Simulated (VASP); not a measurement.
# NaH in VASP: one cell, several levels of theory

Aim: gap, levels, forces and stress of NaH (zincblende), under +5.6 % strain along x alone at fixed geometry. Runs: PBE, r2SCAN. This is a trial cell built on a prototype, not taken from a measured structure, and it needn't be the compound's ground state.

The runs shown are made with VASP 6.6.1. PAW datasets, plane waves. All values are calculated for a non-magnetic cell, which may be hypothetical.

## 1. The cell

The cell comes from an earlier relaxation with r2SCAN in another program, then strained, with the atoms relaxed again.

The symmetry is I-4m2 (No. 119, tetragonal); conventional cell a = 3.673 Å, c = 5.487 Å, 18.50 Å³ an atom. Na has 4 H at 2.29 Å; H has 4 Na at 2.29 Å.

Coordinates:

```cif
data_structure
_symmetry_space_group_name_H-M 'I-4m2'
_symmetry_Int_Tables_number 119
_cell_length_a 3.6726
_cell_length_b 3.6726
_cell_length_c 5.4868
_cell_angle_alpha 90.000
_cell_angle_beta 90.000
_cell_angle_gamma 90.000
_cell_volume 74.01
loop_
_atom_site_label
_atom_site_type_symbol
_atom_site_symmetry_multiplicity
_atom_site_Wyckoff_symbol
_atom_site_fract_x
_atom_site_fract_y
_atom_site_fract_z
_atom_site_occupancy
Na1 Na 2 a 0.00000 0.00000 0.00000 1
H1 H 2 d 0.50000 0.00000 0.25000 1
```

## 2. Single point with PBE

Input file INCAR:

```
ENCUT = 520.000000
SIGMA = 0.020000
EDIFF = 1.00e-07
GGA = PE
PREC = Accurate
IBRION = -1
ISIF = 2
ISMEAR = -1
NBANDS = 11
NELM = 120
NSW = 0
LASPH = .TRUE.
LCHARG = .FALSE.
LWAVE = .FALSE.
LREAL = .FALSE.
```

Input file KPOINTS:

```
KPOINTS created by Atomic Simulation Environment
0
Gamma
8 8 8
0 0 0
```

Input file KPOINTS_OPT:

```
special points
7
Reciprocal
0.0000000000 0.0000000000 0.0000000000 1
-0.5000000000 -0.5000000000 0.0000000000 1
-0.3750000000 -0.3750000000 0.2500000000 1
-0.3750000000 0.0000000000 0.3750000000 1
0.0000000000 0.0000000000 0.5000000000 1
-0.5000000000 -0.2500000000 0.2500000000 1
-0.5000000000 0.2500000000 -0.2500000000 1
```

Input file POSCAR:

```
Na H
 1.0000000000000000
     0.0000000000000000    2.5969210544000001    2.5969210544000001
     2.7433874019000002    0.0000000000000000    2.5969210544000001
     2.7433874019000002    2.5969210544000001    0.0000000000000000
 Na  H
   1   1
Cartesian
  0.0000000000000000  0.0000000000000000  0.0000000000000000
  1.3716937009500001  1.2984605272000000  1.2984605272000000
```

Potentials: the recommended PBE PAW datasets, 8 valence electrons in the neutral cell.

Run with:

```bash
$ mpirun -np 1 vasp_std
```

Standard output, without the iteration lines:

```text
POSCAR found type information on POSCAR NaH
 POSCAR found :  2 types and       2 ions
 LDA part: xc-table for (Slater+PW92), standard interpolation
 POSCAR, INCAR and KPOINTS ok, starting setup
 FFT: planning ... GRIDC
 FFT: planning ... GRID_SOFT
 FFT: planning ... GRID
 WAVECAR not read
 entering main loop
 Start KPOINTS_OPT (optional k-point list driver)
k-point batch [1-7\7]
```

OSZICAR:

```text
N       E                     dE             d eps       ncg     rms          rms(c)
DAV:   1     0.365123286871E+02    0.36512E+02   -0.44385E+03  1307   0.669E+02
DAV:   2    -0.415577824529E+01   -0.40668E+02   -0.39942E+02  1352   0.186E+02
DAV:   3    -0.551747533333E+01   -0.13617E+01   -0.13599E+01  1570   0.334E+01
DAV:   4    -0.552856369564E+01   -0.11088E-01   -0.11088E-01  1486   0.310E+00
DAV:   5    -0.552869200150E+01   -0.12831E-03   -0.12830E-03  1499   0.338E-01    0.349E+00
DAV:   6    -0.507689303570E+01    0.45180E+00   -0.50169E-01  1676   0.255E+00    0.155E+00
DAV:   7    -0.497316868537E+01    0.10372E+00   -0.45040E-01  1519   0.204E+00    0.422E-01
DAV:   8    -0.498577721446E+01   -0.12609E-01   -0.23991E-02  1346   0.989E-01    0.107E-01
DAV:   9    -0.498587056567E+01   -0.93351E-04   -0.27352E-03  1507   0.384E-01    0.243E-02
DAV:  10    -0.498587034050E+01    0.22517E-06   -0.12226E-04  1436   0.835E-02    0.779E-03
DAV:  11    -0.498590165964E+01   -0.31319E-04   -0.54691E-05  1418   0.278E-02    0.896E-03
DAV:  12    -0.498590061986E+01    0.10398E-05   -0.53859E-06  1514   0.843E-03    0.812E-04
DAV:  13    -0.498590069201E+01   -0.72157E-07   -0.26557E-07  1466   0.282E-03
   1 F= -.49859007E+01 E0= -.49859007E+01  d E =-.242728E-13
       N       E                     dE             ncg
DAV:   1    -0.221668964836E+03   -0.29122E+04      154
DAV:   2    -0.488910214266E+03   -0.26724E+03      160
DAV:   3    -0.497379996023E+03   -0.84698E+01      180
DAV:   4    -0.497438509652E+03   -0.58514E-01      175
DAV:   5    -0.497439141774E+03   -0.63212E-03      172
DAV:   6    -0.497439153382E+03   -0.11607E-04      178
DAV:   7    -0.497439153637E+03   -0.25527E-06      169
DAV:   8    -0.497439153643E+03   -0.62714E-08      137
```

The lines after F= are the extra pass for the points of KPOINTS_OPT, at fixed density; their E is not a total energy.

OUTCAR, selected sections:

```text
k-points           NKPTS =     59   k-points in BZ     NKDIM =     59   number of bands    NBANDS=     11

   NELECT =       8.0000    total number of electrons

   dimension x,y,z NGX =    28 NGY =   28 NGZ =   28
   dimension x,y,z NGXF=    56 NGYF=   56 NGZF=   56

  energy-cutoff  :      520.00
  volume of cell :       37.00
      direct lattice vectors                 reciprocal lattice vectors
     0.000000000  2.596921054  2.596921054    -0.182256432  0.192535695  0.192535695
     2.743387402  0.000000000  2.596921054     0.182256432 -0.192535695  0.192535695
     2.743387402  2.596921054  0.000000000     0.182256432  0.192535695 -0.192535695

 k-points in reciprocal lattice and weights: KPOINTS created by Atomic Simulation Env
   0.00000000  0.00000000  0.00000000       0.002
   0.12500000 -0.00000000 -0.00000000       0.016
   0.25000000 -0.00000000 -0.00000000       0.016
   0.37500000 -0.00000000 -0.00000000       0.016
   0.50000000 -0.00000000 -0.00000000       0.008
   0.12500000  0.12500000  0.00000000       0.008
   0.25000000  0.12500000 -0.00000000       0.031
   0.37500000  0.12500000 -0.00000000       0.031
[... 51 more k-points ...]

 E-fermi :  -1.4444

 k-point     1 :       0.0000    0.0000    0.0000
  band No.  band energies     occupation
      1     -24.1267      2.00000
      2     -24.1267      2.00000
      3     -24.1177      2.00000
      4      -4.7301      2.00000
      5       5.9028      0.00000
      6      10.9220      0.00000
      7      11.0354      0.00000
      8      11.0354      0.00000
      9      13.4625      0.00000
     10      13.4754      0.00000
     11      13.4754      0.00000

 k-point     2 :       0.1250   -0.0000   -0.0000
  band No.  band energies     occupation
      1     -24.1316      2.00000
      2     -24.1273      2.00000
      3     -24.1196      2.00000
      4      -4.5221      2.00000
      5       5.2791      0.00000
      6      10.1391      0.00000
      7      10.6358      0.00000
      8      10.8322      0.00000
      9      13.7758      0.00000
     10      14.0545      0.00000
     11      14.1469      0.00000

 k-point     3 :       0.2500   -0.0000   -0.0000
  band No.  band energies     occupation
      1     -24.1446      2.00000
      2     -24.1286      2.00000
      3     -24.1227      2.00000
      4      -3.9383      2.00000
      5       3.8125      0.00000
      6       9.0554      0.00000
      7      10.1779      0.00000
      8      10.5848      0.00000
      9      12.5854      0.00000
     10      13.7366      0.00000
     11      14.4687      0.00000

 k-point     4 :       0.3750   -0.0000   -0.0000
  band No.  band energies     occupation
      1     -24.1581      2.00000
      2     -24.1299      2.00000
      3     -24.1253      2.00000
      4      -3.1515      2.00000
      5       2.2745      0.00000
      6       8.4248      0.00000
      7       9.9242      0.00000
      8      10.5509      0.00000
      9      11.7135      0.00000
     10      12.5856      0.00000
     11      13.6204      0.00000

 k-point     5 :       0.5000   -0.0000   -0.0000
  band No.  band energies     occupation
      1     -24.1637      2.00000
      2     -24.1305      2.00000
      3     -24.1263      2.00000
      4      -2.6975      2.00000
      5       1.5399      0.00000
      6       8.2265      0.00000
      7       9.8561      0.00000
      8      10.6163      0.00000
      9      11.4088      0.00000
     10      12.1113      0.00000
     11      13.2629      0.00000

 k-point     6 :       0.1250    0.1250    0.0000
  band No.  band energies     occupation
      1     -24.1325      2.00000
      2     -24.1292      2.00000
      3     -24.1195      2.00000
      4      -4.4434      2.00000
      5       5.1807      0.00000
      6       9.7610      0.00000
      7       9.8058      0.00000
      8      11.9487      0.00000
      9      12.3935      0.00000
     10      13.6833      0.00000
     11      15.1884      0.00000

 k-point     7 :       0.2500    0.1250   -0.0000
  band No.  band energies     occupation
      1     -24.1425      2.00000
      2     -24.1309      2.00000
      3     -24.1222      2.00000
      4      -3.9768      2.00000
      5       4.2014      0.00000
      6       8.6322      0.00000
      7       9.1822      0.00000
      8      11.4110      0.00000
      9      12.5066      0.00000
     10      13.1313      0.00000
     11      14.8820      0.00000

[... the tables of k-points 8 to 59 left out ...]

  Total       -0.2302405     -0.1291462     -0.1291462      0.0000000      0.0000000      0.0000000
  in kB       -9.9691385     -5.5918781     -5.5918781      0.0000000      0.0000000      0.0000000
  external PRESSURE =      -7.0509649 kB  Pullay stress =       0.0000000 kB

 POSITION                                       TOTAL-FORCE (eV/Angst)
 -----------------------------------------------------------------------------------
      0.00000      0.00000      0.00000         0.000000      0.000000      0.000000
      1.37169      1.29846      1.29846        -0.000000     -0.000000     -0.000000
 -----------------------------------------------------------------------------------
    total drift:                                0.000003      0.000001      0.000001

  FREE ENERGIE OF THE ION-ELECTRON SYSTEM (eV)
  ---------------------------------------------------
  free  energy   TOTEN  =        -4.9859006920 eV

  energy  without entropy=       -4.9859006920  energy(sigma->0) =       -4.98590069
```

Run time: 9 s. Hardware: 1 MPI rank of Intel Xeon 6975P-C, shared host; peak memory 0.16 GiB.

The levels at the points of KPOINTS_OPT are read from vasprun.xml.

Levels at the named points, in eV from the top of band v (v: the last filled band by count, c: the next):

```
point     v−1      v     c    c+1
    Γ  -22.14  -2.76  7.88  12.90
    X  -22.15  -0.06  5.06   7.21
    U  -22.16  -0.09  5.26   5.92
    K  -22.16  -0.09  5.26   5.92
    L  -22.15  -0.72  3.52  10.20
    W  -22.16   0.00  5.84   6.04
```

PBE gives an indirect gap of 3.51 eV, from W to (0.50, 0.00, 0.00); the least direct gap is 4.24 eV. Pressure: -0.71 GPa; the forces vanish within 0.01 eV/Å.

## 3. r2SCAN at this geometry

Input file INCAR:

```
ENCUT = 520.000000
SIGMA = 0.010000
EDIFF = 1.00e-07
ALGO = Normal
METAGGA = R2SCAN
PREC = Accurate
IBRION = -1
ISIF = 2
ISMEAR = 0
NBANDS = 11
NELM = 120
NSW = 0
LASPH = .TRUE.
LCHARG = .TRUE.
LELF = .TRUE.
LWAVE = .FALSE.
LREAL = .FALSE.
```

KPOINTS is that of step 2.

KPOINTS_OPT is that of step 2.

POSCAR is that of step 2.

Run with:

```bash
$ mpirun -np 1 vasp_std
```

Standard output, without the iteration lines:

```text
POSCAR found type information on POSCAR NaH
 POSCAR found :  2 types and       2 ions
 -----------------------------------------------------------------------------
|                                                                             |
|                                                                             |
|     You enforced a specific xc type in the INCAR file but a different       |
|     I HOPE YOU KNOW WHAT YOU ARE DOING!                                     |
|                                                                             |
 -----------------------------------------------------------------------------

 LDA part: xc-table for (None), standard interpolation
 POSCAR, INCAR and KPOINTS ok, starting setup
 FFT: planning ... GRIDC
 FFT: planning ... GRID_SOFT
 FFT: planning ... GRID
 WAVECAR not read
 entering main loop
 Start KPOINTS_OPT (optional k-point list driver)
k-point batch [1-7\7]
```

OSZICAR:

```text
N       E                     dE             d eps       ncg     rms          rms(c)
DAV:   1     0.350386201624E+02    0.35039E+02   -0.45717E+03  1307   0.690E+02
DAV:   2    -0.702477663562E+01   -0.42063E+02   -0.41313E+02  1352   0.194E+02
DAV:   3    -0.844041665634E+01   -0.14156E+01   -0.14137E+01  1564   0.348E+01
DAV:   4    -0.845297938691E+01   -0.12563E-01   -0.12562E-01  1504   0.334E+00
DAV:   5    -0.845314619987E+01   -0.16681E-03   -0.16681E-03  1516   0.391E-01    0.335E+00
DAV:   6    -0.754007503432E+01    0.91307E+00   -0.36677E-01  1397   0.574E+00    0.178E+00
DAV:   7    -0.743914579368E+01    0.10093E+00   -0.65210E-01  1373   0.367E+00    0.543E-01
DAV:   8    -0.744637192001E+01   -0.72261E-02   -0.26045E-02  1349   0.907E-01    0.267E-01
DAV:   9    -0.745094988941E+01   -0.45780E-02   -0.68914E-03  1307   0.726E-01    0.130E-01
DAV:  10    -0.745051641445E+01    0.43347E-03   -0.73718E-04  1418   0.127E-01    0.180E-02
DAV:  11    -0.745060469633E+01   -0.88282E-04   -0.33002E-05  1537   0.422E-02    0.404E-03
DAV:  12    -0.745062211447E+01   -0.17418E-04   -0.17106E-06  1442   0.105E-02    0.169E-03
DAV:  13    -0.745062139861E+01    0.71586E-06   -0.13602E-07  1505   0.490E-03    0.789E-04
DAV:  14    -0.745062284734E+01   -0.14487E-05   -0.17704E-08   898   0.743E-04    0.215E-04
DAV:  15    -0.745062326033E+01   -0.41299E-06   -0.50486E-09   775   0.586E-04    0.131E-05
DAV:  16    -0.745062346264E+01   -0.20231E-06   -0.34986E-10   727   0.206E-04    0.140E-05
DAV:  17    -0.745062346919E+01   -0.65573E-08   -0.78289E-11   706   0.117E-04
   1 F= -.74506235E+01 E0= -.74506235E+01  d E =-.138800E-45
       N       E                     dE             ncg
DAV:   1    -0.263832576020E+03   -0.29544E+04      154
DAV:   2    -0.539517669203E+03   -0.27569E+03      163
DAV:   3    -0.548198442267E+03   -0.86808E+01      180
DAV:   4    -0.548262872368E+03   -0.64430E-01      178
DAV:   5    -0.548263657996E+03   -0.78563E-03      169
DAV:   6    -0.548263674087E+03   -0.16091E-04      178
DAV:   7    -0.548263674468E+03   -0.38072E-06      174
DAV:   8    -0.548263674477E+03   -0.88878E-08      156
```

OUTCAR, selected sections:

```text
k-points           NKPTS =     59   k-points in BZ     NKDIM =     59   number of bands    NBANDS=     11

   NELECT =       8.0000    total number of electrons

   dimension x,y,z NGX =    28 NGY =   28 NGZ =   28
   dimension x,y,z NGXF=    56 NGYF=   56 NGZF=   56

  energy-cutoff  :      520.00
  volume of cell :       37.00
      direct lattice vectors                 reciprocal lattice vectors
     0.000000000  2.596921054  2.596921054    -0.182256432  0.192535695  0.192535695
     2.743387402  0.000000000  2.596921054     0.182256432 -0.192535695  0.192535695
     2.743387402  2.596921054  0.000000000     0.182256432  0.192535695 -0.192535695

 k-points in reciprocal lattice and weights: KPOINTS created by Atomic Simulation Env
   0.00000000  0.00000000  0.00000000       0.002
   0.12500000 -0.00000000 -0.00000000       0.016
   0.25000000 -0.00000000 -0.00000000       0.016
   0.37500000 -0.00000000 -0.00000000       0.016
   0.50000000 -0.00000000 -0.00000000       0.008
   0.12500000  0.12500000  0.00000000       0.008
   0.25000000  0.12500000 -0.00000000       0.031
   0.37500000  0.12500000 -0.00000000       0.031
[... 51 more k-points ...]

 E-fermi :  -2.1910

 k-point     1 :       0.0000    0.0000    0.0000
  band No.  band energies     occupation
      1     -25.2358      2.00000
      2     -25.2355      2.00000
      3     -25.2268      2.00000
      4      -5.0036      2.00000
      5       6.2064      0.00000
      6      11.0721      0.00000
      7      11.1975      0.00000
      8      11.1975      0.00000
      9      14.2539      0.00000
     10      14.2564      0.00000
     11      14.2567      0.00000

 k-point     2 :       0.1250   -0.0000   -0.0000
  band No.  band energies     occupation
      1     -25.2404      2.00000
      2     -25.2361      2.00000
      3     -25.2287      2.00000
      4      -4.7946      2.00000
      5       5.5126      0.00000
      6      10.5256      0.00000
      7      10.8577      0.00000
      8      11.0501      0.00000
      9      14.2229      0.00000
     10      14.7263      0.00000
     11      14.7378      0.00000

 k-point     3 :       0.2500   -0.0000   -0.0000
  band No.  band energies     occupation
      1     -25.2530      2.00000
      2     -25.2374      2.00000
      3     -25.2318      2.00000
      4      -4.2107      2.00000
      5       3.9569      0.00000
      6       9.5681      0.00000
      7      10.4342      0.00000
      8      10.8510      0.00000
      9      13.0822      0.00000
     10      14.2383      0.00000
     11      14.9229      0.00000

 k-point     4 :       0.3750   -0.0000   -0.0000
  band No.  band energies     occupation
      1     -25.2661      2.00000
      2     -25.2387      2.00000
      3     -25.2343      2.00000
      4      -3.4354      2.00000
      5       2.3876      0.00000
      6       8.9591      0.00000
      7      10.1668      0.00000
      8      10.8115      0.00000
      9      12.2565      0.00000
     10      13.1399      0.00000
     11      14.0678      0.00000

 k-point     5 :       0.5000   -0.0000   -0.0000
  band No.  band energies     occupation
      1     -25.2715      2.00000
      2     -25.2393      2.00000
      3     -25.2353      2.00000
      4      -2.9995      2.00000
      5       1.6592      0.00000
      6       8.7628      0.00000
      7      10.0821      0.00000
      8      10.8505      0.00000
      9      11.9785      0.00000
     10      12.7025      0.00000
     11      13.6948      0.00000

 k-point     6 :       0.1250    0.1250    0.0000
  band No.  band energies     occupation
      1     -25.2413      2.00000
      2     -25.2381      2.00000
      3     -25.2285      2.00000
      4      -4.7153      2.00000
      5       5.4046      0.00000
      6      10.0205      0.00000
      7      10.0771      0.00000
      8      12.3734      0.00000
      9      12.7657      0.00000
     10      14.3993      0.00000
     11      15.8981      0.00000

 k-point     7 :       0.2500    0.1250   -0.0000
  band No.  band energies     occupation
      1     -25.2510      2.00000
      2     -25.2396      2.00000
      3     -25.2312      2.00000
      4      -4.2481      2.00000
      5       4.3585      0.00000
      6       8.9897      0.00000
      7       9.4697      0.00000
      8      11.7573      0.00000
      9      12.9579      0.00000
     10      13.8555      0.00000
     11      15.4122      0.00000

[... the tables of k-points 8 to 59 left out ...]

  Total       -0.3279478     -0.2162367     -0.2162367      0.0000000      0.0000000      0.0000000
  in kB      -14.1997492     -9.3627915     -9.3627915      0.0000000      0.0000000      0.0000000
  external PRESSURE =     -10.9751107 kB  Pullay stress =       0.0000000 kB

 POSITION                                       TOTAL-FORCE (eV/Angst)
 -----------------------------------------------------------------------------------
      0.00000      0.00000      0.00000         0.000000      0.000000      0.000000
      1.37169      1.29846      1.29846         0.000000     -0.000000     -0.000000
 -----------------------------------------------------------------------------------
    total drift:                                0.000031     -0.000004     -0.000004

  FREE ENERGIE OF THE ION-ELECTRON SYSTEM (eV)
  ---------------------------------------------------
  free  energy   TOTEN  =        -7.4506234692 eV

  energy  without entropy=       -7.4506234692  energy(sigma->0) =       -7.45062347
```

It took 45 s on 1 MPI rank of Intel Xeon 6975P-C, shared host; peak memory 0.18 GiB.

The levels at the points of KPOINTS_OPT are read from vasprun.xml.

Band energies at the special points (eV, zero at the top of v, the last band that the electrons fill by count):

```
point     v−1      v     c    c+1
    Γ  -22.94  -2.72  8.49  13.36
    X  -22.95  -0.05  5.57   7.65
    U  -22.95  -0.09  5.68   6.48
    K  -22.95  -0.09  5.68   6.48
    L  -22.95  -0.71  3.95  11.05
    W  -22.95   0.00  6.28   6.48
```

r2SCAN gives an indirect gap of 3.95 eV, from W to (0.50, 0.00, 0.00); the least direct gap is 4.66 eV. Pressure: -1.10 GPa; the forces vanish within 0.01 eV/Å.

The maps below are laid out on this run's own conventional cell (a, b, c = 3.673, 3.673, 5.487 Å).

Density in a lattice plane of the grid's cell (edges 3.67 and 5.49 Å, at 0.000 of the third edge), which holds Na and H.

Ten even steps from '0' (0.01 e/Å³) to '9' (11.88 e/Å³):
```
7520000000000025
2100000000000001
0000000000000000
0000000000000000
0000000000000000
0000000000000000
0000000000000000
0000000000000000
0000000000000000
0000000000000000
0000000000000000
0000000000000000
0000000000000000
0000000000000000
0000000010000000
0000000000000000
0000000000000000
2100000000000001
7520000000000025
9730000000000037
```
Columns run along the first of these edges and rows up along the second, over one cell in 16 and 20 even steps from the bottom left corner. Atoms in the plane (fractional): Na at (0.00, 0.00), H at (0.50, 0.25).

ELF in the same plane.

Values, 12 rows by 8 columns:
```
0.20 0.33 0.05 0.02 0.07 0.02 0.05 0.33
0.11 0.04 0.01 0.01 0.01 0.01 0.01 0.04
0.02 0.02 0.02 0.01 0.01 0.01 0.02 0.02
0.04 0.03 0.02 0.02 0.01 0.02 0.02 0.03
0.02 0.02 0.02 0.04 0.07 0.04 0.02 0.02
0.02 0.03 0.13 0.52 0.72 0.52 0.13 0.03
0.02 0.16 0.81 0.98 0.99 0.98 0.81 0.16
0.03 0.42 0.98 1.00 1.00 1.00 0.98 0.42
0.02 0.22 0.98 1.00 1.00 1.00 0.98 0.22
0.11 0.02 0.40 1.00 1.00 1.00 0.40 0.02
0.20 0.30 0.02 0.72 0.99 0.72 0.02 0.30
0.01 0.20 0.09 0.11 0.72 0.11 0.09 0.20
```
Columns run along the first of these edges and rows up along the second, over one cell in 8 and 12 even steps from the bottom left corner. Atoms in the plane (fractional): Na at (0.00, 0.00), H at (0.50, 0.25).

Both are smooth fields of the valence electrons: close to the nuclei they are not physical.

Outside the cores ELF peaks at 1.00 at H.

## 4. Results

```
 level  gap (eV)  pressure (GPa)
   PBE      3.51           -0.71
r2SCAN      3.95           -1.10
```

**Reading.** The gap runs from 3.51 eV (PBE) to 3.95 eV (r2SCAN).
